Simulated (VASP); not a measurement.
# SnSe₂, self-consistent run: which settings are enough?

SnSe₂, P1 (no. 1), 3 atoms in the cell. PBE; PAW potentials Sn_d, Se (PBE set). VASP 6.6.1. The atoms are moved at random off their ideal places.

Wanted: energy within 1 meV/atom; forces within 0.005 eV/Å; pressure within 0.1 GPa.

POSCAR:
```
SnSe2
1.0
    3.8110000000      0.0000000000      0.0000000000
   -1.9055000000      3.3004228138      0.0000000000
    0.0000000000      0.0000000000      6.1360000000
Sn Se
1 2
Direct
    0.0035600000      0.0009180000     -0.0016430000
    0.6659860000      0.3326080000      0.7535530000
    0.3372520000      0.6704450000      0.2505460000
```

## One numerical tag moved

| One numerical tag moved | Energy less reference (meV/atom) | Forces, largest deviation (eV/Å) | Pressure (GPa) | SCF iterations | Time (s) |
|---|---|---|---|---|---|
| default | 0.0 | 0.0000 | 5.77 | 14 | 92 |
| WEIMIN = 0.0 | 0.0 | 0.0000 | 5.77 | 14 | 108 |
| EBREAK = 1e-10 | 0.0 | 0.0000 | 5.77 | 14 | 118 |
| NDAV = 8 | 0.0 | 0.0000 | 5.77 | 14 | 120 |
| LMAXPAW = -1 | 1.6 | 0.0137 | 5.68 | 13 | 82 |
| NDAV = 2 | 0.0 | 0.0000 | 5.77 | 14 | 88 |
| LMAXPAW = 0 | 1.3 | 0.0005 | 5.77 | 14 | 88 |
| LCORR = F | 0.0 | 0.0004 | 5.77 | 14 | 80 |
| DEPER = 0.6 | 0.0 | 0.0000 | 5.77 | 14 | 86 |

## Question

For each series: keep the first row unless others stay within half of the tolerance and take at least 30 % less time, and then take the fastest.

## Answer

- one numerical tag moved: default

## The input

INCAR:
```
SYSTEM = SnSe2
PREC = Accurate ; ENCUT = 520
EDIFF = 1E-7 ; ISMEAR = 0
SIGMA = 0.02 ; LREAL = .False.
LASPH = .True. ; ALGO = Normal
NELM = 100 ; ISIF = 2
LWAVE = .False. ; LCHARG = .False.
```

KPOINTS:
```
k-points
0
Gamma
  7 7 4
```

Commands:
```
cat potpaw_PBE.64/Sn_d/POTCAR potpaw_PBE.64/Se/POTCAR > POTCAR
mpirun -np 1 vasp_std > vasp.out
```

The chosen input took VASP 6.6.1 92 s on 1 core (Intel Xeon Platinum 8488C (Sapphire Rapids)), a shared host.

## An input that fails: LMAXPAW = -1 without LASPH

It runs to its end, but against the unchanged starting input it is off by 1.6 meV/atom in the energy, 0.0137 eV/Å in the forces, 0.10 GPa in the pressure.

Changes against the starting input:
```
- LASPH = True
+ LASPH = False
+ LMAXPAW = -1
```
